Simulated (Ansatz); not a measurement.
# Os, a cell with a point defect

```
Os
1.0
     3.94484    2.28357    0.00001
    -1.31831    2.28939   -0.00353
     1.31605    2.28167    4.16746
Os
3
Direct
  0.07143 0.43260 0.16590
  0.49000 0.16452 0.72161
  0.88327 0.58964 0.75375
```

Single point in Ansatz 0.2.0 with PBE, no spin polarisation. Cutoff 420 eV, PAW datasets, 5×7×4 (shifted by 0.5, 0, 0 steps) k mesh, cold filling (width 0.16 eV).

Contacts: Os–Os at 2.21 Å: least valence density 1.21 e/Å³ and ELF 0.43 there. Both are smooth PAW fields, read partly inside the augmentation spheres.
Electronic structure: It is a metal, with about 3.4 states/eV a cell as the mean within 0.25 eV of the Fermi level, mostly Os d (87 %).
Stress: The pressure is 34.7 GPa (compression positive), so with the atoms held at these fractions the cell would first expand; the forces are large, so a full relaxation may end otherwise. The principal stresses 9.1, 37.4, 57.5 GPa differ, so its shape would change too.
Forces: The largest is on Os3: 7.93 eV/Å, components (5.35, 5.82, -0.71). It makes 163° with the line to a nearest neighbour, Os2 at 2.21 Å, pointing away from it.

Origin: a cell with a point defect, so it need not be a known compound. Caveats: many states at the Fermi level without spin polarisation, so a magnetic state may lie lower; the k mesh is coarse if the cell is a metal; atoms or cell far from equilibrium; wide smearing.
